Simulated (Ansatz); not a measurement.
GaN (zincblende), relaxed with r2SCAN in Ansatz 0.2.0: the symmetry is F-43m (No. 216, cubic); conventional cell a = 4.498 Å, 11.37 Å³ an atom. Ga has 4 N at 1.95 Å; N has 4 Ga at 1.95 Å. It was then strained (uniaxial along z, other directions held), atoms relaxed again within the symmetry left. Unstrained, HSE06 gives 3.005 eV (Γ, 6×6×6 mesh), and the band edges keep their places in every row. Only one sign of strain is shown, since it lowers the symmetry, and equivalent edge states can then move with another slope on the other side. Stress is positive in compression. The values are computed, spin-unpolarised, and not measurements.

Axes as in this cell:
```
CELL_PARAMETERS angstrom
0.00000 2.24895 2.24895
2.24895 0.00000 2.24895
2.24895 2.24895 0.00000
ATOMIC_POSITIONS crystal
Ga 0.00000 0.00000 0.00000
N 0.25000 0.25000 0.25000
```

```tsv
strain (%)	ε	ΔE_g, HSE06 (eV)	Δσ_zz, r2SCAN (GPa)
+1.0	+0.0100	-0.089	-2.82
+1.22	+0.0122	-0.109	-3.44
+2.0	+0.0200	-0.179	-5.60
+2.5	+0.0250	-0.224	-6.97
+3.0	+0.0300	-0.269	-8.32
+4.47	+0.0447	-0.403	-12.24
```

(1) Fit ΔE_g = a x + b x² to these rows by least squares, with x = ε.

(2) Fit the change of σ_zz in the same way.

(3) Predict the withheld row at +4.0 % (x = +0.0400).

Answers

(1) The normal equations take Σx² = 4.172e-03, Σx³ = 1.428e-04, Σx⁴ = 5.385e-06, ΣxΔE = -3.748e-02 and Σx²ΔE = -1.284e-03, and give a = -8.89 eV, b = -2.9 eV; the largest residual is 0.000 eV.

(2) Δσ_zz = -284.9 x + (247) x² GPa. The slope, 285 GPa, is C₁₁ in these axes.

(3) ΔE_g ≈ -8.89 × (+0.0400) + (-2.9) × (+0.0400)² = -0.360 eV, and Δσ_zz ≈ -11.00 GPa. The runs give -0.360 eV and -11.00 GPa, off by 0.000 eV and 0.00 GPa.
